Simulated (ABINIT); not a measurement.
# MgO (P-6m2) in ABINIT: convergence with smearing width

Aim: find how far smearing width must go before the results for MgO settle, at PBEsol. This setting moves, with any that are tied to it; all else stays.

All numbers are computed with ABINIT 10.8.3 (patched build); they aren't measurements. Logs are shortened: lines on timing, memory, paths and dates and some standing lists are left out, and cuts for length are marked. The log counts tension as positive stress, the text compression.

## (1) Starting point

The structure is hexagonal, space group P-6m2 (No. 187). The conventional cell has a = 2.938 Å, b = 2.938 Å, c = 2.680 Å, α = 90.00°, β = 90.00°, γ = 120.00°. Mg (site symmetry -6m2) has 6 O at 2.16 Å as nearest neighbours. O (site symmetry -6m2) has 6 Mg at 2.16 Å as nearest neighbours.

Measurements of this composition are mostly on another form, of space group No. 225.

## (2) With smearing width 0.272 eV

File run.abi:

```
pp_dirpath "./"
pseudos "Mg.GGA_PBE-JTH.xml, O.GGA_PBE-JTH.xml"

acell 2.9380209034 2.9380209034 2.67968 Angstrom
rprim
     1.0000000000     0.0000000000     0.0000000000
    -0.5000000000     0.8660254038     0.0000000000
     0.0000000000     0.0000000000     1.0000000000
ntypat 2
znucl 12 8
natom 2
typat 1 2
xred
     0.0000000000     0.0000000000     0.0000000000
     0.3333333333     0.6666666667     0.5000000000

ecut 23.0
pawecutdg 45.0
pawxcdev 0

kptopt 1
ngkpt 10 10 10
nshiftk 1
shiftk 0.0 0.0 0.0

ixc -116133

nband 12
occopt 7
tsmear 0.272 eV

nstep 100
tolvrs 1.0e-9

iomode 3
prtwf 0
prtden 0
prteig 0
prtebands 0
enunit 1
```

Potentials or basis: JTH PAW PBE v2.0.

Run with:

```
$ abinit run.abi > log 2>&1
```

run.abo:

```text
.Version 10.8.3 of ABINIT
 Symmetries : space group P-6 m 2 (#187); Bravais hP (primitive hexag.)
================================================================================
 Values of the parameters that define the memory need of the present run
     intxc =       0    ionmov =       0      iscf =      17    lmnmax =       8
     lnmax =       4     mgfft =      24  mpssoang =       2    mqgrid =    3001
     natom =       2  nloc_mem =       2    nspden =       1   nspinor =       1
    nsppol =       1      nsym =      12    n1xccc =       1    ntypat =       2
    occopt =       7   xclevel =       2
       mpw =         728          nfft =       13824          nkpt =          84
 PAW method is used; the additional fine FFT grid is defined by:
   mgfftf=        36    nfftf =     41472
================================================================================
================================================================================

--------------------------------------------------------------------------------
------------- Echo of variables that govern the present computation ------------
--------------------------------------------------------------------------------
 -outvars: echo values of preprocessed input variables --------
            acell      5.5520548596E+00  5.5520548596E+00  5.0638613051E+00 Bohr
              amu      2.43050000E+01  1.59994000E+01
             ecut      2.30000000E+01 Hartree
           enunit           1
                       outvar_i_n : Printing only first  50 k-points.
              ixc     -116133
                       outvar_i_n : Printing only first  50 k-points.
         kptrlatt       10    0    0      0   10    0      0    0   10
          kptrlen      5.06386131E+01
            natom           2
            nband          12
            ngfft          24      24      24
          ngfftdg          36      36      32
             nkpt          84
            nstep         100
             nsym          12
           ntypat           2
                       prtocc : prtvol=0, do not print more k-points.
[... 178 lines left out ...]
Ewald energy        : -4.60386633792645E+01
psp_core            :  1.91644355668198E+00
local_psp           : -4.98827150814291E+01
PAW spherical_terms : -7.93899749914559E+00
internal            : -7.96341099000875E+01
'-kT*entropy'       : -1.06390442955876E-16
total_energy        : -7.96341099000875E+01
total_energy_eV     : -2.16695452284618E+03
...

--- !EnergyTermsDC
iteration_state     : {dtset: 1, }
comment             : '"Double-counting" decomposition of free energy'
band_energy         : -1.26688401453485E+01
Ewald energy        : -4.60386633792645E+01
psp_core            :  1.91644355668198E+00
xc_dc               : -1.40198723988232E+01
PAW spherical_terms : -8.82316894353914E+00
internal            : -7.96341013102933E+01
'-kT*entropy'       : -1.06390442955876E-16
total_energy_dc     : -7.96341013102933E+01
total_energy_dc_eV  : -2.16695428910597E+03
...

--- !EnergyTermsWithPAWCore
iteration_state     : {dtset: 1, }
comment             : 'Components of total free energy, including PAW core contributions'
Total energy        : -2.75019599937662E+02
Total energy DC     : -2.75019591347868E+02
Total energy (eV)   : -7.48366455911888E+03
Total energy DC (eV): -7.48366432537868E+03
...

 Cartesian components of stress tensor (hartree/bohr^3)
  sigma(1 1)=  1.24229073E-04  sigma(3 2)=  0.00000000E+00
  sigma(2 2)=  1.24229072E-04  sigma(3 1)=  0.00000000E+00
  sigma(3 3)=  1.28759977E-04  sigma(2 1)=  0.00000000E+00

-Cartesian components of stress tensor (GPa)         [Pressure= -3.6994E+00 GPa]
- sigma(1 1)=  3.65494551E+00  sigma(3 2)=  0.00000000E+00
- sigma(2 2)=  3.65494550E+00  sigma(3 1)=  0.00000000E+00
- sigma(3 3)=  3.78824930E+00  sigma(2 1)=  0.00000000E+00

== END DATASET(S) ==============================================================
================================================================================

 -outvars: echo values of variables after computation  --------
            acell      5.5520548596E+00  5.5520548596E+00  5.0638613051E+00 Bohr
           etotal     -7.9634101310E+01
            fcart     -1.9399269577E-28 -1.1200173512E-28 -0.0000000000E+00
                       1.9399269577E-28  1.1200173512E-28 -0.0000000000E+00
            rprim      1.0000000000E+00  0.0000000000E+00  0.0000000000E+00
                      -5.0000000000E-01  8.6602540380E-01  0.0000000000E+00
                       0.0000000000E+00  0.0000000000E+00  1.0000000000E+00
           strten      1.2422907294E-04  1.2422907242E-04  1.2875997671E-04
                       0.0000000000E+00  0.0000000000E+00  0.0000000000E+00
           xangst      0.0000000000E+00  0.0000000000E+00  0.0000000000E+00
                      -2.8936619686E-16  1.6962671595E+00  1.3398400000E+00
             xred      0.0000000000E+00  0.0000000000E+00  0.0000000000E+00
                       3.3333333333E-01  6.6666666667E-01  5.0000000000E-01
 Calculation completed.
```

It took 18 s on 1 thread of Arm Neoverse V2, shared host; peak memory 0.1 GiB.

Results:

* Free energy: -2166.9543 eV
* Pressure: -3.7 GPa
* Band gap on the k mesh: 2.93 eV, indirect (least direct gap 3.33 eV)
* Valence electrons inside the program's atomic spheres: Mg 8.26; O 4.56

## (3) With smearing width 0.2 eV

Edit run.abi of step 2 so:

```diff
@@ -29,3 +29,3 @@
 occopt 7
-tsmear 0.272 eV
+tsmear 0.2 eV
```

Potentials or basis: JTH PAW PBE v2.0.

Run with:

```
$ abinit run.abi > log 2>&1
```

Run time: 18 s. Hardware: 1 thread of Arm Neoverse V2, shared host; peak memory 0.1 GiB.

Results (log left out):

```
Free energy                                           : -2166.9543 eV
Pressure                                              : -3.7 GPa
Band gap on the k mesh                                : 2.93 eV, indirect (least direct gap 3.33 eV)
Valence electrons inside the program's atomic spheres : Mg 8.26; O 4.56
```

## (4) With smearing width 0.136 eV

Edit run.abi of step 3 so:

```diff
@@ -29,3 +29,3 @@
 occopt 7
-tsmear 0.2 eV
+tsmear 0.136 eV
```

Run with:

```
$ abinit run.abi > log 2>&1
```

It took 18 s on 1 thread of Arm Neoverse V2, shared host; peak memory 0.1 GiB.

The run converged. Its results:

| Item | Value |
| --- | --- |
| Free energy | -2166.9543 eV |
| Pressure | -3.7 GPa |
| Band gap on the k mesh | 2.93 eV, indirect (least direct gap 3.33 eV) |
| Valence electrons inside the program's atomic spheres | Mg 8.26; O 4.56 |

## (5) With smearing width 0.1 eV

Edit run.abi of step 4 so:

```diff
@@ -29,3 +29,3 @@
 occopt 7
-tsmear 0.136 eV
+tsmear 0.1 eV
```

Run with:

```
$ abinit run.abi > log 2>&1
```

It took 18 s on 1 thread of Arm Neoverse V2, shared host; peak memory 0.1 GiB.

It converged, with:

```yaml
Free_energy: -2166.9543 eV
Pressure: -3.7 GPa
Band_gap_on_the_k_mesh: 2.93 eV, indirect (least direct gap 3.33 eV)
Valence_electrons_inside_the_program's_atomic_spheres: Mg 8.26; O 4.56
```

## (6) With smearing width 0.05 eV

Edit run.abi of step 5 so:

```diff
@@ -29,3 +29,3 @@
 occopt 7
-tsmear 0.1 eV
+tsmear 0.05 eV
```

Potentials or basis: JTH PAW PBE v2.0.

Run with:

```
$ abinit run.abi > log 2>&1
```

Run time: 18 s. Hardware: 1 thread of Arm Neoverse V2, shared host; peak memory 0.1 GiB.

Results (log left out):

```yaml
Free_energy: -2166.9543 eV
Pressure: -3.7 GPa
Band_gap_on_the_k_mesh: 2.93 eV, indirect (least direct gap 3.33 eV)
Valence_electrons_inside_the_program's_atomic_spheres: Mg 8.26; O 4.56
```

## (7) With smearing width 0.025 eV

Edit run.abi of step 6 so:

```diff
@@ -29,3 +29,3 @@
 occopt 7
-tsmear 0.05 eV
+tsmear 0.025 eV
```

Run with:

```
$ abinit run.abi > log 2>&1
```

It took 18 s on 1 thread of Arm Neoverse V2, shared host; peak memory 0.1 GiB.

The run converged. Its results:

| Item | Value |
| --- | --- |
| Free energy | -2166.9543 eV |
| Pressure | -3.7 GPa |
| Band gap on the k mesh | 2.93 eV, indirect (least direct gap 3.33 eV) |
| Valence electrons inside the program's atomic spheres | Mg 8.26; O 4.56 |

## (8) With smearing width 0.01 eV

Edit run.abi of step 7 so:

```diff
@@ -29,3 +29,3 @@
 occopt 7
-tsmear 0.025 eV
+tsmear 0.01 eV
```

Run with:

```
$ abinit run.abi > log 2>&1
```

It took 18 s on 1 thread of Arm Neoverse V2, shared host; peak memory 0.1 GiB.

Results (log left out):

- Free energy: -2166.9543 eV
- Pressure: -3.7 GPa
- Band gap on the k mesh: 2.93 eV, indirect (least direct gap 3.33 eV)
- Valence electrons inside the program's atomic spheres: Mg 8.26; O 4.56

## (9) Result

```csv
smearing width,"energy less the tightest run, at zero smearing (meV/atom)",SCF cycles,CPU time (s),peak memory (GiB)
0.272 eV,0.00,11,18,0.1
0.2 eV,0.00,11,18,0.1
0.136 eV,0.00,11,18,0.1
0.1 eV,0.00,11,18,0.1
0.05 eV,0.00,11,18,0.1
0.025 eV,0.00,11,18,0.1
0.01 eV,0.00,11,18,0.1
```

Against the tightest run, the energy stays within 1 meV/atom from 0.272 eV on. The tightest run that finished is the yardstick and may itself not be fully converged.

Caveats: the PAW data sets were made with another functional, which shifts forces and pressure a little.
